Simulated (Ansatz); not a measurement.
# Sn: energies, forces and stress near the listed structure

A set of self-consistent runs on Sn under moves of single atoms, further strains and shifts, swapped elements, distortions that keep the symmetry, other functionals, to map its energy surface near the listed cell.

Method: DFT PBEsol, scalar-relativistic, plane waves, PAW, in Ansatz 0.2.0.

### 1 The starting structure

Symmetry: I4_1/amd, No. 141, tetragonal system. Conventional cell: a = 5.880 Å, b = 5.880 Å, c = 3.199 Å, α = 90.00°, β = 90.00°, γ = 90.00°. Sn (site symmetry -4m2) has 6 Sn at 3.05 to 3.20 Å as nearest neighbours.

As a file:

```cif
data_structure
_symmetry_space_group_name_H-M 'I4_1/amd:1'
_symmetry_Int_Tables_number 141
_cell_length_a 5.8803
_cell_length_b 5.8803
_cell_length_c 3.1986
_cell_angle_alpha 90.000
_cell_angle_beta 90.000
_cell_angle_gamma 90.000
_cell_volume 110.60
loop_
_atom_site_label
_atom_site_type_symbol
_atom_site_symmetry_multiplicity
_atom_site_Wyckoff_symbol
_atom_site_fract_x
_atom_site_fract_y
_atom_site_fract_z
_atom_site_occupancy
Sn1 Sn 4 a 0.00000 0.50000 0.25000 1
```

The structure comes from the Materials Project (structure only).

### 2 One atom moved

Against the listed cell: atom 1 (Sn) moved by 0.15 Å.

File input.yaml:

```yaml
crystal:
  lattice:
    - [-2.9401404553, 2.9401404553, 1.5993019889]
    - [2.9401404553, -2.9401404553, 1.5993019889]
    - [2.9401404553, 2.9401404553, -1.5993019889]
  atoms:
    - { symbol: Sn, position: [0.7528154095, 0.2399469767, 0.5304288184] }
    - { symbol: Sn, position: [0.0, 0.0, 0.0] }
basis:
  ecutwfc: 420
kpoints:
  mp_grid: { grid: [14, 14, 14] }
hamiltonian:
  xc: pbesol
scf:
  occupations: { method: gaussian, width: 0.1 }
output:
  forces: true
  stress: true
  eigenvalues: true
  populations: true
```

Log, shortened:

```text
Warning: RAYON_NUM_THREADS=1 ignored (pool sized by the plan → 1); use --threads N
[...]
Pseudopotentials: kind: paw
Pseudopotential: Sn, paw, valence charge 14, recommended cutoff 420 eV (normal), Sn.paw.azcp
Functional definition: PBEsol
[...]
Crystal: 2 atoms, lattice volume = 55.300 Å³
Basis set: ecut = 420 eV, 1109 PW (Γ), exchange–correlation on 60×60×60 points (8 copies of the dense FFT grid, shifted against one another)
Bands: 18, of which v1, the nominal top of the filled ones, is band 14 counted from 1 (13 counted from 0)
Symmetry: 2 space group operations
Space group: P-1 (ITA 2), of the structure as read, at distance tolerance 3.8e-5 Å
k-points: 1376 of 2744
[...]
SCF iter   1: F=—  HF=-11899.522783 eV  |F-HF|=—  |Δ(HF+E_count)|=         —  Δρ=2.41e-3  dr2=2.31e-3  ethr=1.77e-3  ⟨swp⟩=5.5  Hψ=123120  notcnv=0
[...]
SCF iter   8: F=-11899.519478 eV  HF=-11899.519478 eV  |F-HF|=1.86e-9  |Δ(HF+E_count)|=   1.03e-7  Δρ=2.42e-6  dr2=1.62e-9  ethr=3.57e-10  ⟨swp⟩=6.0  Hψ=107225  notcnv=0
[...]
SCF converged after 8 iterations
Free energy (F): -11899.519478 eV
[...]
E sigma→0 (E₀):  -11899.516600 eV
Entropy (-TS):   -0.005756 eV (-2.878 meV/atom)
Fermi energy:    10.280646 eV
[...]
--- Forces (eV/Å), atoms counted from 1 ---
  atom   1  Sn    -0.14602050    -0.47766916     0.06472774
  atom   2  Sn     0.14602050     0.47766916    -0.06472774
[...]
--- Stress (GPa, compression-positive) ---
       -1.997723      -0.053024       0.279707
       -0.053024       0.084694      -0.774190
        0.279707      -0.774190      -1.292744
  P = ⅓ Tr σ = -1.0686 GPa (-10.686 kbar)
--- Band table (eV; the first three rows and the last of 1376) ---
  k-point 0: bands = ["-11.2660", "-11.1742", "-11.1355", "-11.1228", "-10.9853", "-10.9761", "-10.9620", "-10.9567", "-10.8826", "-10.7733", "-0.7334", "6.5867", "8.3310", "8.4106", "13.1863", "16.4133", "16.5075", "17.0133"]
[...]
--- Löwdin populations: 2 sites ---
  site symbol       q [e]
     0     Sn     13.9706
     1     Sn     13.9706
  spilling = 0.002103 (of n_electrons = 28.000000)
```

It took 64 s on 1 thread of an x86-64 CPU, shared host; peak memory 1.2 GiB.

Per atom:

```csv
atom,Löwdin electrons
Sn1,13.97
Sn2,13.97
```

Sizes of the forces (eV/Å): Sn1 0.50, Sn2 0.50.

### 3 A change within the space group

Against the listed cell: strain xx, yy, zz, yz, xz, xy = +3.1, +3.1, -2.9, +0.0, +0.0, +0.0 %.

File input.yaml:

```yaml
crystal:
  lattice:
    - [-3.0322844572, 3.0322844572, 1.5534659939]
    - [3.0322844572, -3.0322844572, 1.5534659939]
    - [3.0322844572, 3.0322844572, -1.5534659939]
  atoms:
    - { symbol: Sn, position: [0.75, 0.25, 0.5] }
    - { symbol: Sn, position: [0.0, 0.0, 0.0] }
basis:
  ecutwfc: 420
kpoints:
  mp_grid: { grid: [14, 14, 14] }
hamiltonian:
  xc: pbesol
scf:
  occupations: { method: gaussian, width: 0.1 }
output:
  forces: true
  stress: true
  eigenvalues: true
```

Log, shortened:

```text
Warning: RAYON_NUM_THREADS=1 ignored (pool sized by the plan → 1); use --threads N
[...]
Pseudopotentials: kind: paw
Pseudopotential: Sn, paw, valence charge 14, recommended cutoff 420 eV (normal), Sn.paw.azcp
Functional definition: PBEsol
[...]
Crystal: 2 atoms, lattice volume = 57.135 Å³
Basis set: ecut = 420 eV, 1133 PW (Γ), exchange–correlation on 64×64×64 points (8 copies of the dense FFT grid, shifted against one another)
Bands: 18, of which v1, the nominal top of the filled ones, is band 14 counted from 1 (13 counted from 0)
Symmetry: 16 space group operations
Space group: I41/amd (ITA 141), of the structure as read, at distance tolerance 3.9e-5 Å
k-points: 244 of 2744
[...]
SCF iter   1: F=—  HF=-11899.516151 eV  |F-HF|=—  |Δ(HF+E_count)|=         —  Δρ=2.34e-3  dr2=2.12e-3  ethr=1.77e-3  ⟨swp⟩=5.6  Hψ=21823  notcnv=0
[...]
SCF iter   7: F=-11899.513156 eV  HF=-11899.513156 eV  |F-HF|=1.16e-8  |Δ(HF+E_count)|=   2.59e-7  Δρ=5.02e-6  dr2=1.06e-8  ethr=3.57e-10  ⟨swp⟩=4.4  Hψ=21676  notcnv=0
[...]
SCF converged after 7 iterations
Free energy (F): -11899.513156 eV
[...]
E sigma→0 (E₀):  -11899.510672 eV
Entropy (-TS):   -0.004968 eV (-2.484 meV/atom)
Fermi energy:    9.815518 eV
[...]
--- Forces (eV/Å), atoms counted from 1 ---
  atom   1  Sn    -0.00000000     0.00000000     0.00000000
  atom   2  Sn    -0.00000000     0.00000000     0.00000000
[...]
--- Stress (GPa, compression-positive) ---
       -3.591367       0.000000      -0.000000
        0.000000      -3.591367       0.000000
       -0.000000       0.000000      -0.981306
  P = ⅓ Tr σ = -2.7213 GPa (-27.213 kbar)
--- Band table (eV; the first three rows and the last of 244) ---
  k-point 0: bands = ["-11.6591", "-11.6587", "-11.6140", "-11.5564", "-11.4119", "-11.4119", "-11.4063", "-11.4063", "-11.3616", "-11.2728", "-0.9640", "5.4307", "7.7681", "7.7681", "12.6537", "15.2609", "15.2609", "17.2378"]
[...]
```

Run time: 10 s. Hardware: 1 thread of an x86-64 CPU, shared host; peak memory 0.53 GiB.

### 4 A change within the space group

What differs from the listed cell: strain xx, yy, zz, yz, xz, xy = -0.1, -0.1, -9.1, +0.0, +0.0, +0.0 %.

File input.yaml:

```yaml
crystal:
  lattice:
    - [-2.9370533078, 2.9370533078, 1.4536855428]
    - [2.9370533078, -2.9370533078, 1.4536855428]
    - [2.9370533078, 2.9370533078, -1.4536855428]
  atoms:
    - { symbol: Sn, position: [0.75, 0.25, 0.5] }
    - { symbol: Sn, position: [0.0, 0.0, 0.0] }
basis:
  ecutwfc: 420
kpoints:
  mp_grid: { grid: [14, 14, 14] }
hamiltonian:
  xc: pbesol
scf:
  occupations: { method: gaussian, width: 0.1 }
output:
  forces: true
  stress: true
  eigenvalues: true
  populations: true
```

Log, shortened:

```text
Warning: RAYON_NUM_THREADS=1 ignored (pool sized by the plan → 1); use --threads N
[...]
Pseudopotentials: kind: paw
Pseudopotential: Sn, paw, valence charge 14, recommended cutoff 420 eV (normal), Sn.paw.azcp
Functional definition: PBEsol
[...]
Crystal: 2 atoms, lattice volume = 50.160 Å³
Basis set: ecut = 420 eV, 965 PW (Γ), exchange–correlation on 60×60×60 points (8 copies of the dense FFT grid, shifted against one another)
Bands: 18, of which v1, the nominal top of the filled ones, is band 14 counted from 1 (13 counted from 0)
Symmetry: 16 space group operations
Space group: I41/amd (ITA 141), of the structure as read, at distance tolerance 3.7e-5 Å
k-points: 244 of 2744
[...]
SCF iter   1: F=—  HF=-11899.438399 eV  |F-HF|=—  |Δ(HF+E_count)|=         —  Δρ=2.73e-3  dr2=2.64e-3  ethr=1.77e-3  ⟨swp⟩=5.5  Hψ=21577  notcnv=0
[...]
SCF iter   7: F=-11899.435036 eV  HF=-11899.435036 eV  |F-HF|=4.45e-8  |Δ(HF+E_count)|=   5.61e-7  Δρ=1.10e-5  dr2=3.83e-8  ethr=3.57e-10  ⟨swp⟩=3.6  Hψ=19019  notcnv=0
[...]
SCF converged after 7 iterations
Free energy (F): -11899.435036 eV
[...]
E sigma→0 (E₀):  -11899.433088 eV
Entropy (-TS):   -0.003895 eV (-1.948 meV/atom)
Fermi energy:    11.823848 eV
[...]
--- Forces (eV/Å), atoms counted from 1 ---
  atom   1  Sn     0.00000000     0.00000000     0.00000000
  atom   2  Sn     0.00000000     0.00000000     0.00000000
[...]
--- Stress (GPa, compression-positive) ---
        2.180576       0.000000      -0.000000
        0.000000       2.180576       0.000000
       -0.000000      -0.000000      11.829833
  P = ⅓ Tr σ = 5.3970 GPa (53.970 kbar)
--- Band table (eV; the first three rows and the last of 244) ---
  k-point 0: bands = ["-9.9270", "-9.8745", "-9.8575", "-9.7225", "-9.4929", "-9.4929", "-9.4873", "-9.4873", "-9.4431", "-9.3244", "0.0129", "7.3338", "9.2124", "9.2124", "14.3016", "17.4415", "17.4415", "20.5614"]
[...]
--- Löwdin populations: 2 sites ---
  site symbol       q [e]
     0     Sn     13.9652
     1     Sn     13.9652
  spilling = 0.002484 (of n_electrons = 28.000000)
```

Run time: 13 s. Hardware: 1 thread of an x86-64 CPU, shared host; peak memory 0.51 GiB.

Site by site:

```csv
atom,Löwdin electrons
Sn1,13.97
Sn2,13.97
```

### 5 One element swapped, cell strained: Sn → Pb, first probe

Against the listed cell: Pb takes all sites of Sn, and lengths are scaled by 1.030 as a first guess of the size; strain xx, yy, zz, yz, xz, xy = +1.3, +1.3, +10.3, +0.0, +0.0, +0.0 %.

File input.yaml:

```yaml
crystal:
  lattice:
    - [-3.0682953821, 3.0682953821, 1.81729877]
    - [3.0682953821, -3.0682953821, 1.81729877]
    - [3.0682953821, 3.0682953821, -1.81729877]
  atoms:
    - { symbol: Pb, position: [0.75, 0.25, 0.5] }
    - { symbol: Pb, position: [0.0, 0.0, 0.0] }
basis:
  ecutwfc: 420
kpoints:
  mp_grid: { grid: [6, 6, 6] }
hamiltonian:
  xc: pbesol
scf:
  occupations: { method: gaussian, width: 0.1 }
output:
  forces: true
  stress: true
  eigenvalues: true
```

Log, shortened:

```text
[...]
SCF converged after 7 iterations
Free energy (F): -23509.495803 eV
[...]
E sigma→0 (E₀):  -23509.491244 eV
Entropy (-TS):   -0.009120 eV (-4.560 meV/atom)
Fermi energy:    8.855619 eV
[...]
--- Forces (eV/Å), atoms counted from 1 ---
  atom   1  Pb    -0.00000000     0.00000000    -0.00000000
  atom   2  Pb     0.00000000     0.00000000     0.00000000
[...]
--- Stress (GPa, compression-positive) ---
       -2.052124       0.000000       0.000000
        0.000000      -2.052124      -0.000000
        0.000000      -0.000000      -4.027325
  P = ⅓ Tr σ = -2.7105 GPa (-27.105 kbar)
--- Band table (eV; the first three rows and the last of 30) ---
  k-point 0: bands = ["-8.1847", "-8.0218", "-7.9823", "-7.9208", "-7.8260", "-7.8260", "-7.8008", "-7.8008", "-7.6411", "-7.4976", "-2.1446", "3.4196", "7.7006", "7.7006", "12.9036", "13.8317", "13.8583", "14.7845"]
[...]
```

Wall time 2.5 s (1 thread of an x86-64 CPU, shared host); peak memory 0.38 GiB.

### 6 One element swapped, cell strained: Sn → Pb

Changes to input.yaml since step 5:

```diff
@@ -11,3 +11,3 @@
 kpoints:
-  mp_grid: { grid: [6, 6, 6] }
+  mp_grid: { grid: [14, 14, 14] }
 hamiltonian:
```

Log, shortened:

```text
Warning: RAYON_NUM_THREADS=1 ignored (pool sized by the plan → 1); use --threads N
[...]
Pseudopotentials: kind: paw
Pseudopotential: Pb, paw, valence charge 14, recommended cutoff 420 eV (normal), Pb.paw.azcp
Functional definition: PBEsol
[...]
Crystal: 2 atoms, lattice volume = 68.435 Å³
Basis set: ecut = 420 eV, 1335 PW (Γ), exchange–correlation on 64×64×64 points (8 copies of the dense FFT grid, shifted against one another)
Bands: 18, of which v1, the nominal top of the filled ones, is band 14 counted from 1 (13 counted from 0)
Symmetry: 16 space group operations
Space group: I41/amd (ITA 141), of the structure as read, at distance tolerance 4.1e-5 Å
k-points: 244 of 2744
[...]
SCF iter   1: F=—  HF=-23509.509830 eV  |F-HF|=—  |Δ(HF+E_count)|=         —  Δρ=1.60e-3  dr2=1.55e-3  ethr=1.77e-3  ⟨swp⟩=6.0  Hψ=21468  notcnv=0
[...]
SCF iter   7: F=-23509.506927 eV  HF=-23509.506927 eV  |F-HF|=2.93e-8  |Δ(HF+E_count)|=   4.89e-7  Δρ=6.24e-6  dr2=2.96e-8  ethr=3.57e-10  ⟨swp⟩=4.8  Hψ=22167  notcnv=0
[...]
SCF converged after 7 iterations
Free energy (F): -23509.506927 eV
[...]
E sigma→0 (E₀):  -23509.504625 eV
Entropy (-TS):   -0.004604 eV (-2.302 meV/atom)
Fermi energy:    8.873427 eV
[...]
--- Forces (eV/Å), atoms counted from 1 ---
  atom   1  Pb    -0.00000000     0.00000000     0.00000000
  atom   2  Pb     0.00000000     0.00000000    -0.00000000
[...]
--- Stress (GPa, compression-positive) ---
       -1.944009       0.000000       0.000000
        0.000000      -1.944009      -0.000000
        0.000000      -0.000000      -4.599031
  P = ⅓ Tr σ = -2.8290 GPa (-28.290 kbar)
--- Band table (eV; the first three rows and the last of 244) ---
  k-point 0: bands = ["-8.2009", "-8.0370", "-7.9881", "-7.9258", "-7.8344", "-7.8344", "-7.8091", "-7.8091", "-7.6565", "-7.5139", "-2.1504", "3.4131", "7.6933", "7.6933", "12.8967", "13.8311", "13.8588", "14.7760"]
[...]
```

Wall time 23 s (1 thread of an x86-64 CPU, shared host); peak memory 0.57 GiB.

### 7 Substitution of an element, cell strained: Sn → Pb, first probe

Against the listed cell: Pb takes all sites of Sn, and lengths are scaled by 1.030 as a first guess of the size; strain xx, yy, zz, yz, xz, xy = -0.8, -0.8, -0.8, +0.0, +0.0, +0.0 %.

File input.yaml:

```yaml
crystal:
  lattice:
    - [-3.0042324713, 3.0042324713, 1.6341651154]
    - [3.0042324713, -3.0042324713, 1.6341651154]
    - [3.0042324713, 3.0042324713, -1.6341651154]
  atoms:
    - { symbol: Pb, position: [0.75, 0.25, 0.5] }
    - { symbol: Pb, position: [0.0, 0.0, 0.0] }
basis:
  ecutwfc: 420
kpoints:
  mp_grid: { grid: [6, 6, 6] }
hamiltonian:
  xc: pbesol
scf:
  occupations: { method: gaussian, width: 0.1 }
output:
  forces: true
  stress: true
  eigenvalues: true
```

Log, shortened:

```text
Warning: RAYON_NUM_THREADS=1 ignored (pool sized by the plan → 1); use --threads N
[...]
Pseudopotentials: kind: paw
Pseudopotential: Pb, paw, valence charge 14, recommended cutoff 420 eV (normal), Pb.paw.azcp
Functional definition: PBEsol
[...]
Crystal: 2 atoms, lattice volume = 58.996 Å³
Basis set: ecut = 420 eV, 1157 PW (Γ), exchange–correlation on 64×64×64 points (8 copies of the dense FFT grid, shifted against one another)
Bands: 18, of which v1, the nominal top of the filled ones, is band 14 counted from 1 (13 counted from 0)
Symmetry: 16 space group operations
Space group: I41/amd (ITA 141), of the structure as read, at distance tolerance 3.9e-5 Å
k-points: 30 of 216
[...]
SCF iter   1: F=—  HF=-23509.573962 eV  |F-HF|=—  |Δ(HF+E_count)|=         —  Δρ=1.79e-3  dr2=1.70e-3  ethr=1.77e-3  ⟨swp⟩=6.0  Hψ=2719  notcnv=0
[...]
SCF iter   6: F=-23509.571183 eV  HF=-23509.571183 eV  |F-HF|=4.76e-8  |Δ(HF+E_count)|=   5.45e-8  Δρ=1.18e-5  dr2=7.02e-8  ethr=3.57e-10  ⟨swp⟩=4.5  Hψ=2682  notcnv=0
[...]
SCF converged after 6 iterations
Free energy (F): -23509.571183 eV
[...]
E sigma→0 (E₀):  -23509.566153 eV
Entropy (-TS):   -0.010061 eV (-5.030 meV/atom)
Fermi energy:    11.016395 eV
[...]
--- Forces (eV/Å), atoms counted from 1 ---
  atom   1  Pb    -0.00000000     0.00000000     0.00000000
  atom   2  Pb    -0.00000000    -0.00000000     0.00000000
[...]
--- Stress (GPa, compression-positive) ---
        3.294876       0.000000       0.000000
        0.000000       3.294876      -0.000000
       -0.000000       0.000000       1.785822
  P = ⅓ Tr σ = 2.7919 GPa (27.919 kbar)
--- Band table (eV; the first three rows and the last of 30) ---
  k-point 0: bands = ["-6.2846", "-6.1182", "-6.0830", "-6.0484", "-5.7415", "-5.7415", "-5.7232", "-5.7232", "-5.5699", "-5.3812", "-0.9851", "5.3751", "9.2161", "9.2161", "14.6962", "17.1141", "17.1141", "17.9429"]
[...]
```

Run time: 1.9 s. Hardware: 1 thread of an x86-64 CPU, shared host; peak memory 0.38 GiB.

### 8 One element swapped, cell strained: Sn → Pb

Changes to input.yaml since step 7:

```diff
@@ -11,3 +11,3 @@
 kpoints:
-  mp_grid: { grid: [6, 6, 6] }
+  mp_grid: { grid: [14, 14, 14] }
 hamiltonian:
```

Log, shortened:

```text
Warning: RAYON_NUM_THREADS=1 ignored (pool sized by the plan → 1); use --threads N
[...]
Pseudopotentials: kind: paw
Pseudopotential: Pb, paw, valence charge 14, recommended cutoff 420 eV (normal), Pb.paw.azcp
Functional definition: PBEsol
[...]
Crystal: 2 atoms, lattice volume = 58.996 Å³
Basis set: ecut = 420 eV, 1157 PW (Γ), exchange–correlation on 64×64×64 points (8 copies of the dense FFT grid, shifted against one another)
Bands: 18, of which v1, the nominal top of the filled ones, is band 14 counted from 1 (13 counted from 0)
Symmetry: 16 space group operations
Space group: I41/amd (ITA 141), of the structure as read, at distance tolerance 3.9e-5 Å
k-points: 244 of 2744
[...]
SCF iter   1: F=—  HF=-23509.587591 eV  |F-HF|=—  |Δ(HF+E_count)|=         —  Δρ=1.77e-3  dr2=1.56e-3  ethr=1.77e-3  ⟨swp⟩=6.0  Hψ=21879  notcnv=0
[...]
SCF iter   6: F=-23509.584645 eV  HF=-23509.584645 eV  |F-HF|=3.17e-9  |Δ(HF+E_count)|=   4.85e-8  Δρ=3.91e-6  dr2=1.04e-8  ethr=3.57e-10  ⟨swp⟩=5.7  Hψ=20629  notcnv=0
[...]
SCF converged after 6 iterations
Free energy (F): -23509.584645 eV
[...]
E sigma→0 (E₀):  -23509.581928 eV
Entropy (-TS):   -0.005435 eV (-2.718 meV/atom)
Fermi energy:    10.990402 eV
[...]
--- Forces (eV/Å), atoms counted from 1 ---
  atom   1  Pb     0.00000000     0.00000000     0.00000000
  atom   2  Pb     0.00000000     0.00000000     0.00000000
[...]
--- Stress (GPa, compression-positive) ---
        3.250979       0.000000       0.000000
        0.000000       3.250979      -0.000000
       -0.000000       0.000000       2.072367
  P = ⅓ Tr σ = 2.8581 GPa (28.581 kbar)
--- Band table (eV; the first three rows and the last of 244) ---
  k-point 0: bands = ["-6.2870", "-6.1135", "-6.0857", "-6.0430", "-5.7385", "-5.7385", "-5.7201", "-5.7201", "-5.5725", "-5.3834", "-0.9847", "5.3769", "9.2146", "9.2146", "14.6933", "17.1128", "17.1128", "17.9460"]
[...]
```

Run time: 13 s. Hardware: 1 thread of an x86-64 CPU, shared host; peak memory 0.54 GiB.

### 9 Functional and cell changed: LDA

What differs from the listed cell: strain xx, yy, zz, yz, xz, xy = +0.8, +0.8, +0.8, +0.0, +0.0, +0.0 %.

File input.yaml:

```yaml
crystal:
  lattice:
    - [-2.9633675649, 2.9633675649, 1.6119364746]
    - [2.9633675649, -2.9633675649, 1.6119364746]
    - [2.9633675649, 2.9633675649, -1.6119364746]
  atoms:
    - { symbol: Sn, position: [0.75, 0.25, 0.5] }
    - { symbol: Sn, position: [0.0, 0.0, 0.0] }
basis:
  ecutwfc: 420
kpoints:
  mp_grid: { grid: [14, 14, 14] }
hamiltonian:
  xc: lda
scf:
  occupations: { method: gaussian, width: 0.1 }
output:
  forces: true
  stress: true
  eigenvalues: true
```

Log, shortened:

```text
Warning: RAYON_NUM_THREADS=1 ignored (pool sized by the plan → 1); use --threads N
[...]
Pseudopotentials: kind: paw
Pseudopotential: Sn, paw, valence charge 14, recommended cutoff 420 eV (normal), Sn.paw.azcp
Functional definition: SPW92
[...]
Crystal: 2 atoms, lattice volume = 56.621 Å³
Basis set: ecut = 420 eV, 1129 PW (Γ)
Bands: 18, of which v1, the nominal top of the filled ones, is band 14 counted from 1 (13 counted from 0)
Symmetry: 16 space group operations
Space group: I41/amd (ITA 141), of the structure as read, at distance tolerance 3.8e-5 Å
k-points: 244 of 2744
[...]
SCF iter   1: F=—  HF=-11759.017023 eV  |F-HF|=—  |Δ(HF+E_count)|=         —  Δρ=6.54e-3  dr2=1.11e-2  ethr=1.77e-3  ⟨swp⟩=5.6  Hψ=21988  notcnv=0
[...]
SCF iter   6: F=-11759.009927 eV  HF=-11759.009927 eV  |F-HF|=4.94e-9  |Δ(HF+E_count)|=   1.83e-6  Δρ=7.99e-6  dr2=3.28e-8  ethr=3.57e-10  ⟨swp⟩=4.9  Hψ=23446  notcnv=0
[...]
SCF converged after 6 iterations
Free energy (F): -11759.009927 eV
[...]
E sigma→0 (E₀):  -11759.006411 eV
Entropy (-TS):   -0.007033 eV (-3.516 meV/atom)
Fermi energy:    9.754508 eV
[...]
--- Forces (eV/Å), atoms counted from 1 ---
  atom   1  Sn    -0.00000000     0.00000000     0.00000000
  atom   2  Sn     0.00000000    -0.00000000     0.00000000
[...]
--- Stress (GPa, compression-positive) ---
       -3.933564       0.000000       0.000000
        0.000000      -3.933564      -0.000000
        0.000000       0.000000      -3.784525
  P = ⅓ Tr σ = -3.8839 GPa (-38.839 kbar)
--- Band table (eV; the first three rows and the last of 244) ---
  k-point 0: bands = ["-11.7119", "-11.6359", "-11.5957", "-11.5854", "-11.4524", "-11.4524", "-11.4426", "-11.4426", "-11.3666", "-11.2688", "-1.0867", "5.8610", "7.9106", "7.9106", "12.9122", "15.7015", "15.7015", "16.2689"]
[...]
```

It took 18 s on 1 thread of an x86-64 CPU, shared host; peak memory 0.52 GiB.

### 10 All points side by side

```
step                                         case  energy (meV/atom)  pressure (GPa)  largest force (eV/Å)  gap on the mesh (eV)
   2                               one atom moved               +0.0            -1.1                  0.50                  0.00
   3              a change within the space group               +3.0            -2.7                  0.00                  0.00
   4              a change within the space group              +41.8             5.4                  0.00                  0.00
   6  one element swapped, cell strained: Sn → Pb                n/a            -2.8                  0.00                  0.00
   8  one element swapped, cell strained: Sn → Pb                n/a             2.9                  0.00                  0.00
   9             functional and cell changed: LDA                n/a            -3.9                  0.00                  0.00
```

Energies are counted from step 2, with the smearing taken to zero. Other atoms or functionals have another zero of energy (n/a). A gap of 0.00 means none on the mesh at this level.

**Reading.** Among the distorted cells of the listed formula and level the largest force, 0.50 eV/Å, comes in step 2, shared by 2 atoms. The distorted cells of the listed formula and level show no gap on the mesh. Spin-orbit coupling is left out for Pb.
